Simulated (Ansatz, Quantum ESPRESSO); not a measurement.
**KTaO3 (cubic perovskite): bulk modulus from a few volumes**

How stiff is cubic perovskite KTaO3 under hydrostatic load? Each row scales the relaxed cell evenly and relaxes the atoms. The symmetry of the cell is held, so distortions that would lower it, which this phase may prefer, aren't tested. The phase is followed to these pressures whether or not it stays the stable one.

Calculated with Ansatz 0.2.0, PBEsol, PAW files of the set soft_1, cutoff 600 eV, Fermi–Dirac smearing 0.02 eV, k-mesh 7×7×7, no spin polarisation, no spin-orbit coupling.

Reference cell, relaxed at zero pressure with PBEsol (Pm-3m): a = 3.9842 Å, b = 3.9842 Å, c = 3.9842 Å, α = 90.00°, β = 90.00°, γ = 90.00°.

```csv
atom,x,y,z
Ta,0.5000,0.5000,0.5000
K,0.0000,0.0000,0.0000
O,0.5000,0.5000,0.0000
O,0.5000,0.0000,0.5000
O,0.0000,0.5000,0.5000
```

```
V (Å³/atom)    V/V0  P (GPa)  E − E0 (meV/atom)
    11.8898  0.9400   14.459               32.4
    12.1428  0.9600    9.102               13.8
    12.9017  1.0200   −3.857                3.1
    13.1547  1.0400   −7.313               12.0
    13.4077  1.0600  −10.407               26.0
```

V0 = 12.6488 Å³ an atom, where the residual pressure P0 is −0.001 GPa. **Question.** Fit the Birch–Murnaghan law and give the pressure and the energy at V = 12.3958 Å³ an atom, a row left out above.

With the Eulerian strain f = ½[(V0/V)^(2/3) − 1] and F = (P − P0)/[3f(1 + 2f)^(5/2)], the third-order law is the line F = B0 + (3/2) B0 (B′ − 4) f.

| f | F (GPa) |
| --- | --- |
| 0.02106 | 206.46 |
| 0.01380 | 205.48 |
| −0.00656 | 202.64 |
| −0.01290 | 201.66 |
| −0.01905 | 200.65 |

A straight line through the 5 rows: the means are −0.00073 for f and 203.38 for F, Σ(Δx)² = 0.001204 and ΣΔxΔy = 0.1729, so the slope is 0.1729/0.001204 = 143.64 and the intercept 203.38 − (143.64)(−0.00073) = 203.48.

Hence B0 = 203.5 GPa and B′ = 4 + (143.6)/(1.5 × 203.5) = 4.47. For the withheld volume f = 0.00678, F = 204.46 GPa and P = 4.30 GPa. The run itself gives 4.30 GPa, so the estimate misses by 0.00 GPa, a rounding's worth.

Integrating the same law gives E − E0 = (9/2) B0 V0 f²[1 + (B′ − 4) f] + P0(V0 − V), with 1 GPa Å³ = 6.2415 meV: 3.3 meV an atom. The run itself gives 3.3 meV, so the estimate misses by 0.0 meV, a rounding's worth.

The same fit over all rows at other levels or in other programs gives B0 = 205 GPa with PBEsol (Quantum ESPRESSO, GBRV).

[Logs are printed without paths, hosts, clocks, repeated set-up lines and the standing remarks that a program may print on its own settings, such as how far it seeks lower states.]
